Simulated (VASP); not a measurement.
PbSe: single point with PBE

The system is PbSe.

```
CELL_PARAMETERS angstrom
3.78432 0.00000 0.00000
0.00000 3.78432 0.00000
0.00000 0.00000 3.78432
ATOMIC_POSITIONS crystal
Pb 0.00000 0.00000 0.00000
Se 0.50000 0.50000 0.50000
```

Measurements of this composition are mostly on another form, of space group No. 225.

```yaml
Program: VASP 6.6.1
Task: single point
Functional: PBE
Potentials_or_basis: VASP PAW PBE potentials, release 64 (Pb_d_GW, Se_GW)
Cutoff: 500 eV
k_mesh: 4 × 4 × 4
Occupations: gaussian, width 0.02 eV
Spin: no spin polarisation
```

The pressure is 0.4 GPa. The band gap on the k mesh is none (metal or under the smearing width).

Levels at points of the mesh, in eV from the Fermi level:
| k point | band 9 | band 10 | band 11 | band 12 | band 13 | band 14 |
| --- | --- | --- | --- | --- | --- | --- |
| (0.00, 0.00, 0.00) | -1.43 | -1.43 | -1.43 | 5.17 | 5.17 | 6.09 |
| (0.50, 0.00, 0.00) | -0.22 | -0.19 | -0.19 | 0.13 | 3.42 | 3.42 |
| (0.50, 0.50, 0.00) | -4.29 | -4.29 | 0.07 | 4.16 | 4.16 | 5.00 |
| (0.50, 0.50, 0.50) | -2.26 | -2.26 | -2.26 | -0.57 | -0.57 | -0.57 |

Wall time 7.9 s on 1 thread of Intel(R) Xeon(R) 6975P-C (Granite Rapids), with other jobs on the host, peak memory 0.16 GiB.

Caveat: the k mesh is coarse (spacing up to 0.42 Å⁻¹), so the values aren't converged. Spin-orbit coupling is left out, which matters for the levels of Pb.
